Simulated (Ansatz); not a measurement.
## WGe2P4 bilayer (AB) in a perpendicular field

Wanted: the out-of-plane response of the WGe2P4 bilayer (AB). A positive field points along +c.

Calculated with Ansatz 0.2.0; plane-wave DFT, PBE-D4, Ansatz PAW.

This is a report of a sequence of runs, with most program output left out.

### Step 1. Starting point

The cell holds 14 atoms: 8 P, 4 Ge and 2 W. Its edges and angles: a = 3.580 Å, b = 3.580 Å, c = 72.396 Å, α = 90.0°, β = 90.0°, γ = 120.0°. Regions: layer 1: WGe2P4, 7 atoms (4 P, 2 Ge and 1 W); layer 2: WGe2P4, 7 atoms (4 P, 2 Ge and 1 W). Vacuum lies along c.

### Step 2. Relaxation

The starting cell is a guess, so the in-plane lattice and the atoms are relaxed first, with the slab cut off from its images along the normal.

Contents of input.yaml:

```yaml
crystal:
  lattice:
    - [3.58, 0.0, 0.0]
    - [-1.79, 3.1003709455, 0.0]
    - [0.0, 0.0, 72.3964326008]
  atoms:
    - { symbol: P, position: [0.0, 0.0, 0.3570617926] }
    - { symbol: Ge, position: [0.3333333333, 0.6666666667, 0.367470721] }
    - { symbol: P, position: [0.3333333333, 0.6666666667, 0.3978589587] }
    - { symbol: W, position: [0.0, 0.0, 0.417480628] }
    - { symbol: P, position: [0.3333333333, 0.6666666667, 0.4371022974] }
    - { symbol: Ge, position: [0.3333333333, 0.6666666667, 0.4674905351] }
    - { symbol: P, position: [0.0, 0.0, 0.4778994635] }
    - { symbol: P, position: [0.3333333333, 0.6666666667, 0.5221005365] }
    - { symbol: Ge, position: [0.6666666667, 0.3333333333, 0.5325094649] }
    - { symbol: P, position: [0.6666666667, 0.3333333333, 0.5628977026] }
    - { symbol: W, position: [0.3333333333, 0.6666666667, 0.582519372] }
    - { symbol: P, position: [0.6666666667, 0.3333333333, 0.6021410413] }
    - { symbol: Ge, position: [0.6666666667, 0.3333333333, 0.632529279] }
    - { symbol: P, position: [0.3333333333, 0.6666666667, 0.6429382074] }
  periodic: [true, true, false]
kpoints:
  mp_grid: { grid: [12, 12, 1] }
hamiltonian:
  xc: pbe
  dispersion: d4
scf:
  occupations: { method: fermi_dirac, width: 0.05 }
  convergence: { dr2_threshold: 1.0e-09 }
relax:
  f_tol: 0.004
  max_steps: 90
  cell: {}
output:
  write_potential: true
  write_density: true
  volumetric_format: npy
```

On the command line:

```console
$ ansatz run input.yaml --threads 4 --pin off --max-ram 12288MiB --backend cpu --events-out ev --progress --plain --runs-dir out
```

It took 7.7 min on 4 threads of Intel Xeon Platinum 8488C (Sapphire Rapids), shared host; peak memory 2.1 GiB; 29 min of CPU time.

Relaxation path:

```
step  energy less that of the first step (eV)  largest force component (eV/Å)  volume (Å³)
   1                                   0.0000                          3.1037       803.55
   2                                  -2.2709                          1.1585       789.32
   3                                  -2.6849                          0.3158       772.54
   4                                  -2.7640                          0.0979       769.89
   5                                  -2.7803                          0.0427       766.26
   6                                  -2.7812                          0.0111       766.42
   7                                  -2.7812                          0.0064       766.50
   8                                  -2.7813                          0.0009       766.48
  9*                                  -2.7792                          0.0010       766.48
```

Relaxation steps marked * repeat the geometry before them on a plane-wave basis chosen anew for their cell, so energy and pressure can jump there.

The run keeps the 6 symmetry operations that it works with, so distortions that break them were not tested.

```
cell as run  before  after  change
      a (Å)   3.580  3.496  -2.3 %
      b (Å)   3.580  3.496  -2.3 %
```

The atoms that moved most (Å, along periodic axes as changes of fractional coordinates times the final cell, across vacuum about the mean position):

```
atom     dx     dy      dz  length
  P1  0.000  0.000  -0.733   0.733
 P14  0.000  0.000   0.733   0.733
 Ge2  0.000  0.000  -0.378   0.378
Ge13  0.000  0.000   0.378   0.378
 P10  0.000  0.000   0.309   0.309
  P5  0.000  0.000  -0.309   0.309
  W4  0.000  0.000  -0.284   0.284
 W11  0.000  0.000   0.284   0.284
```

Numbers from this step:

```yaml
energy_at_zero_smearing: -44002.3191 eV
```

The lattice constant a goes from 3.580 to 3.496 Å.

### Step 3. Single point, field 0, start network

A sawtooth potential applies the field, turning back in the middle of the vacuum. With the dipole correction the typed value is the field outside the slab. The induced dipole is small, so the SCF threshold is tight.

The cell differs from the one that the last finished run ended in (c 72.396 → 40.162 Å).

Contents of input.yaml:

```yaml
crystal:
  lattice:
    - [3.4964540227, 0.0, 0.0]
    - [-1.7482270114, 3.0280180069, 0.0]
    - [0.0, 0.0, 40.1621203248]
  atoms:
    - { symbol: P, position: [0.0, 0.0, 0.2240917543] }
    - { symbol: Ge, position: [0.3333333333, 0.6666666667, 0.251695522] }
    - { symbol: P, position: [0.3333333333, 0.6666666667, 0.3094321759] }
    - { symbol: W, position: [0.0, 0.0, 0.3441801935] }
    - { symbol: P, position: [0.3333333333, 0.6666666667, 0.3789368033] }
    - { symbol: Ge, position: [0.3333333333, 0.6666666667, 0.4366489422] }
    - { symbol: P, position: [0.0, 0.0, 0.4642829046] }
    - { symbol: P, position: [0.3333333333, 0.6666666667, 0.5357938777] }
    - { symbol: Ge, position: [0.6666666667, 0.3333333333, 0.5633417031] }
    - { symbol: P, position: [0.6666666667, 0.3333333333, 0.6210769924] }
    - { symbol: W, position: [0.3333333333, 0.6666666667, 0.6558187689] }
    - { symbol: P, position: [0.6666666667, 0.3333333333, 0.690566182] }
    - { symbol: Ge, position: [0.6666666667, 0.3333333333, 0.748303966] }
    - { symbol: P, position: [0.3333333333, 0.6666666667, 0.7759082457] }
kpoints:
  mp_grid: { grid: [18, 18, 1] }
  band_path:
    path: [[0, 0, 0], [0.5, 0, 0], [0.33333333, 0.33333333, 0], [0, 0, 0]]
    npoints: 16
hamiltonian:
  xc: pbe
  dispersion: d4
scf:
  occupations: { method: fermi_dirac, width: 0.02585 }
  convergence: { dr2_threshold: 1.0e-10 }
efield:
  axis: 3
  dipole_correction: true
  ramp_position: 0.97
  ramp_width: 0.06
  amplitude: 0
output:
  dos: { projected: true, e_range: [-6, 5] }
  bader: true
  write_potential: true
  write_density: true
  volumetric_format: npy
  elf: true
```

It took 1.9 min on 4 threads; peak memory 2 GiB; 7.5 min of CPU time.

Numbers from this step:

```
dipole along the normal            : -0.004254 e·Å
gap along the path                 : 0.2372 eV
smallest direct gap along the path : 0.6166 eV
step between the vacuum levels     : 0.07271 eV
ionisation energy, upper face      : 4.991 eV
electron affinity, upper face      : 4.754 eV
ionisation energy, lower face      : 4.918 eV
gap, the smaller of path and mesh  : 0.2372 eV
```

Running mean over a fixed 2.5 Å (it still follows the layers) of the planar mean; the ramp of the sawtooth is left out. Electron's electrostatic potential energy less the Fermi level against z:

```
z (Å)  electron's electrostatic potential energy less the Fermi level (eV)
    4                                                                 4.80
    5                                                                 4.80
    6                                                                 4.76
    7                                                                 4.10
    8                                                               -0.910
    9                                                                -6.60
   10                                                                -7.50
   11                                                                -4.29
   12                                                                -4.92
   13                                                                -10.2
   14                                                                -10.9
   15                                                                -8.25
   16                                                                -4.46
   17                                                                -4.82
   18                                                                -8.38
   19                                                                -4.93
   20                                                                -1.13
   21                                                                -4.08
   22                                                                -8.22
   23                                                                -5.33
   24                                                                -4.34
   25                                                                -7.15
   26                                                                -10.9
   27                                                                -10.6
   28                                                                -5.40
   29                                                                -4.23
   30                                                                -6.74
   31                                                                -7.24
   32                                                                -1.88
   33                                                                 3.76
   34                                                                 4.81
   35                                                                 4.87
   36                                                                 4.87
```

The density of states has structure finer than the step of the table below, so its rows give means over 0.2 eV, whole bins alone (the curve runs from -6 to 2.11 eV). Peaks (eV: height): -5.04: 13.4, -2.99: 18.2, -2.50: 16.5, -2.42: 14.5, -2.33: 17.4, -2.20: 23.7, 2.02: 13.0.

Density of states against energy, zero at the Fermi level of the run, which the smearing sets inside the gap; means over each step:

energy (eV), density of states (states/eV a cell) and a bar:
```
     -5.8        7.1 ################
     -5.6        7.1 ################
     -5.4        8.1 ##################
     -5.2        6.2 ##############
     -5.0        9.2 #####################
     -4.8        7.1 ################
     -4.6        5.7 #############
     -4.4        6.0 #############
     -4.2        5.4 ############
     -4.0        8.0 ##################
     -3.8        7.3 ################
     -3.6        9.2 #####################
     -3.4        8.1 ##################
     -3.2        9.2 #####################
     -3.0       12.9 #############################
     -2.8       12.5 ############################
     -2.6       12.0 ###########################
     -2.4       12.6 ############################
     -2.2       13.4 ##############################
     -2.0        9.4 #####################
     -1.8        7.8 #################
     -1.6        8.5 ###################
     -1.4        9.5 #####################
     -1.2        6.8 ###############
     -1.0        4.0 #########
     -0.8        2.5 ######
     -0.6        1.0 ##
     -0.4        0.4 #
     -0.2        0.4 #
      0.0        0.0 
      0.2        0.6 #
      0.4        1.9 ####
      0.6        3.3 #######
      0.8        4.6 ##########
      1.0        4.5 ##########
      1.2        6.4 ##############
      1.4        9.1 ####################
      1.6        9.4 #####################
      1.8        9.5 #####################
      2.0       10.9 ########################
```

Projected DOS per atom over height of the atomic layer and energy from the Fermi level. Layers: P Ge P W P Ge P P Ge P W P Ge P from below.

Ten even steps from '0' (0.00 states/eV) to '9' (1.91 states/eV), each cell a mean:
```
23272223227233
22281222218122
11181111107011
11041111104011
00030000002000
00000000000000
00000000000000
00020000002000
10050011005101
21292123129212
31232155123214
72453144135427
61565143156526
52565255255525
32344243234323
22353233234322
22242222223222
21121122112112
21232122123222
12443222233421
12424222242321
11333111143311
```
Columns: height of the atomic layer (Å) from 9 to 31.2 (not evenly spaced); rows upwards: energy from the Fermi level (eV) from -5.96 to 2.05.

The electronic bands at the labelled points (eV, zero at the Fermi level of the run, which the smearing sets inside the gap):

```
  point  band 59  band 60  band 61  band 62  band 63  band 64  band 65  band 66
      Γ    -0.82    -0.82    -0.74    -0.12     2.31     2.31     2.39     2.39
halfway    -1.84    -1.46    -1.24    -1.15     1.19     1.42     1.56     1.76
      M    -1.87    -1.81    -1.53    -1.46     0.76     1.05     1.15     1.20
halfway    -1.98    -1.80    -1.12    -1.06     0.54     0.63     0.99     1.10
      K    -1.64    -1.57    -0.58    -0.50     0.12     0.19     0.68     0.79
halfway    -1.77    -1.46    -1.34    -1.26     1.36     1.44     1.53     1.61
      Γ    -0.82    -0.82    -0.74    -0.12     2.31     2.31     2.39     2.39
```

ELF in the ca plane at fractional y = 0.667, with atoms of Ge and P and W within 0.2 Å of it. It is the smooth field of the valence electrons, not physical close to the nuclei.

Values, 5 rows by 16 columns, each cell a mean:
```
0.00 0.04 0.43 0.73 0.63 0.29 0.09 0.30 0.19 0.19 0.29 0.08 0.35 0.65 0.61 0.08
0.00 0.02 0.27 0.59 0.63 0.38 0.29 0.61 0.32 0.37 0.59 0.27 0.41 0.64 0.44 0.24
0.00 0.00 0.03 0.17 0.33 0.22 0.70 0.46 0.50 0.54 0.48 0.66 0.20 0.34 0.11 0.68
0.00 0.00 0.01 0.11 0.24 0.15 0.76 0.20 0.44 0.45 0.27 0.70 0.11 0.26 0.08 0.76
0.00 0.01 0.14 0.41 0.55 0.37 0.49 0.74 0.45 0.52 0.72 0.46 0.39 0.55 0.28 0.43
```
Columns run along c (16.0 Å, from fractional 0.13 to 0.53 of the cell), rows up along a (3.5 Å). Atoms in or near the plane, at fractional coordinates: Ge at (0.25, 0.33), P at (0.31, 0.33), P at (0.38, 0.33), Ge at (0.44, 0.33).

Electrostatic potential energy in the ca plane at fractional y = 0.667, with atoms of Ge and P and W within 0.2 Å of it. With pseudopotentials it is smooth inside the atoms' cores, unlike the true potential.

Values in eV, 5 rows by 16 columns, each cell a mean:
```
  9   9   9   9   9   9   8   1   3   6   7   3  -7   3   7   6
  9   9   9   9   9   9   8   3   0   3   4   1  -2   1   4   4
  9   9   9   9   9   9   8   3 -25 -14 -18 -29   1 -26 -21 -12
  9   9   9   9   9   9   8   2 -32 -19 -26 -39   1 -35 -30 -17
  9   9   9   9   9   9   8   4  -8  -2  -1  -7   1  -6  -3  -1
```
Columns run along c (16.0 Å, from fractional 0.04 to 0.44 of the cell; values clipped at the 3rd and 97th percentile), rows up along a (3.5 Å). Atoms in or near the plane, at fractional coordinates: Ge at (0.25, 0.33), P at (0.31, 0.33), P at (0.38, 0.33), Ge at (0.44, 0.33).

Valence density in the ca plane at fractional y = 0.667, with atoms of Ge and P and W within 0.2 Å of it. It is the smooth field of the valence electrons, not physical close to the nuclei.

Ten steps, logarithmic in the rise over the least value, from '0' (0 e/Å³) to '9' (36 e/Å³), each cell a mean:
```
00000000000000000000111100000001111111000000
00000000000000000001111100000000111110000000
00000000000000000000111110000011111111100000
00000000000000000000011221101122111112211011
00000000000000000000012563112212211122122123
00000000000000000000014896222101211121012226
00000000000000000000013785222111211121122225
00000000000000000000012332111222211122211112
00000000000000000000111111000111111111110001
```
Columns run along c (16.0 Å, from fractional 0.04 to 0.44 of the cell), rows up along a (3.5 Å). Atoms in or near the plane, at fractional coordinates: Ge at (0.25, 0.33), P at (0.31, 0.33), P at (0.38, 0.33), Ge at (0.44, 0.33).

The gap is 0.24 eV, with the valence edge 4.99 eV and the conduction edge 4.75 eV under the upper vacuum level. Spin-orbit coupling, left out in this run, matters for the bands of elements this heavy.

### Step 4. Single point, field 0.05 V/Å

Changes to input.yaml since step 3:

```diff
@@ -36,6 +36,4 @@
   ramp_width: 0.06
-  amplitude: 0
+  amplitude: 0.05
 output:
-  dos: { projected: true, e_range: [-6, 5] }
-  bader: true
   write_potential: true
@@ -43,2 +41 @@
   volumetric_format: npy
-  elf: true
```

The job ended after 86 s (4 threads; peak memory 1.8 GiB; 5.6 min of CPU time).

The dipole is 0.0633 e·Å, 0.0676 e·Å from its value without field, and the gap 0.212 eV.

### Step 5. Single point, field -0.05 V/Å

Changes to input.yaml since step 4:

```diff
@@ -36,3 +36,3 @@
   ramp_width: 0.06
-  amplitude: 0.05
+  amplitude: -0.05
 output:
```

Wall time 76 s (4 threads); peak memory 1.8 GiB.

The dipole is -0.0718 e·Å, -0.0676 e·Å from its value without field, and the gap 0.262 eV.

### Step 6. Single point, field 0.1 V/Å

Changes to input.yaml since step 5:

```diff
@@ -34,5 +34,5 @@
   dipole_correction: true
-  ramp_position: 0.97
-  ramp_width: 0.06
-  amplitude: -0.05
+  ramp_position: 0.9694
+  ramp_width: 0.0613
+  amplitude: 0.1
 output:
```

The job ended after 76 s (4 threads; peak memory 1.8 GiB).

The dipole is 0.131 e·Å, 0.135 e·Å from its value without field, and the gap 0.186 eV.

### Step 7. Atoms held, field 0.2 V/Å

Changes to input.yaml since step 6:

```diff
@@ -36,3 +36,3 @@
   ramp_width: 0.0613
-  amplitude: 0.1
+  amplitude: 0.2
 output:
```

The job ended after 76 s (4 threads; peak memory 1.8 GiB).

The dipole is 0.266 e·Å, 0.271 e·Å from its value without field, and the gap 0.133 eV.

### Step 8. Atoms held, field 0.3 V/Å

Changes to input.yaml since step 7:

```diff
@@ -34,6 +34,8 @@
   dipole_correction: true
-  ramp_position: 0.9694
-  ramp_width: 0.0613
-  amplitude: 0.2
+  ramp_position: 0.9676
+  ramp_width: 0.0648
+  amplitude: 0.3
 output:
+  dos: { projected: true, e_range: [-6, 5] }
+  bader: true
   write_potential: true
@@ -41 +43,2 @@
   volumetric_format: npy
+  elf: true
```

Run time: 1.9 min. Hardware: 4 threads; peak memory 2 GiB; 7.4 min of CPU time.

The dipole is 0.403 e·Å, 0.407 e·Å from its value without field, and the gap 0.084 eV.

(Continued in part 2 of 2.)

[Logs are printed without paths, hosts, clocks, repeated set-up lines and the standing remarks that a program may print on its own settings, such as how far it seeks lower states.]

[Hosts, paths, dates, database ids (printed as entryN), source tags and the programs' standing remarks are cut or masked in the printed files.]

[Maps of the electrostatic potential energy from Ansatz leave out the sawtooth potential of an applied field or a dipole correction, so their vacuum need not be flat; planar profiles and work functions include it.]

[The density of states shown here was stored with 400 of the rows of the run's finer table, so its peaks can read low, often by over a quarter, or be missed, and its means over a window can be off by a tenth or more.]
